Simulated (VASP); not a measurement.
Wanted: the native input for a VASP 6.6.1 run.

| Quantity | Value |
| --- | --- |
| Task | electric field gradients |
| Functional | r2SCAN |
| Potentials or basis | VASP PAW PBE potentials, release 64 (Sr_sv) |
| Cutoff | 520 eV |
| k mesh | 9 × 9 × 5 |
| Occupations | fermi-dirac, width 0.03 eV |
| Spin | no spin polarisation |
| Dipole correction | no |
| Further INCAR settings | ALGO = Normal; EDIFF = 1e-08; NBANDS = 17 |

Crystal: Sr.

```
Sr
1.0
     4.31000    0.00000    0.00000
    -2.15500    3.73257    0.00000
     0.00000    0.00000    7.05000
Sr
2
Direct
  0.33333 0.66667 0.25000
  0.66667 0.33333 0.75000
```

This isn't the form of Sr at room conditions, which is fcc.

One way to write it, as run:

POSCAR

```
Sr
1.0
    4.3100002207      0.0000000000      0.0000000000
   -2.1550001104      3.7325696814      0.0000000000
    0.0000000000      0.0000000000      7.0500000000
Sr
2
Direct
    0.3333333333      0.6666666667      0.2500000000
    0.6666666667      0.3333333333      0.7500000000
```

INCAR.step1

```
SYSTEM = Sr
PREC     = Accurate       ! precision mode
ENCUT    = 520            ! plane-wave cutoff, eV
ISMEAR   = -1             ! smearing method
SIGMA    = 0.03           ! smearing width, eV
LREAL    = .False.        ! projectors in reciprocal space
LASPH    = .True.         ! aspherical terms in the spheres
NELM     = 100            ! most SCF steps
NBANDS   = 17             ! bands
GGA      = PE             ! functional
ALGO     = Normal         ! electronic algorithm
EDIFF    = 1E-4           ! SCF threshold, eV
LWAVE    = .True.         ! write WAVECAR
LCHARG   = .False.        ! write CHGCAR
```

INCAR.step2

```
SYSTEM = Sr
PREC     = Accurate       ! precision mode
ENCUT    = 520            ! plane-wave cutoff, eV
EDIFF    = 1E-8           ! SCF threshold, eV
ISMEAR   = -1             ! smearing method
SIGMA    = 0.03           ! smearing width, eV
LREAL    = .False.        ! projectors in reciprocal space
LASPH    = .True.         ! aspherical terms in the spheres
NELM     = 100            ! most SCF steps
ALGO     = Normal         ! electronic algorithm
ISIF     = 2              ! what is computed and relaxed
LWAVE    = .False.        ! write WAVECAR
LCHARG   = .False.        ! write CHGCAR
METAGGA  = R2SCAN         ! meta-GGA
LMIXTAU  = .True.       
LEFG     = .True.       
NBANDS   = 17             ! bands
ISTART   = 1
```

KPOINTS

```
regular mesh
0
Gamma
  9 9 5
  0 0 0
```

Potentials or basis: VASP PAW PBE potentials, release 64 (Sr_sv).

Launch:

```bash
$ cat potpaw_PBE.64/Sr_sv/POTCAR > POTCAR
$ cp INCAR.step1 INCAR
$ mpirun -np 1 vasp_std > vasp.out
$ cp INCAR.step2 INCAR
$ mpirun -np 1 vasp_std > vasp.out
```

Results of the run:

```
Pressure               : 0.2 GPa
Band gap on the k mesh : none (metal or under the smearing width)
```

Caveat: the PAW data sets were made with another functional, which shifts forces and pressure a little.

Wall time 3.3 min on 1 thread of AMD EPYC 9R45 (Zen 5), with other jobs on the host, peak memory 0.23 GiB.
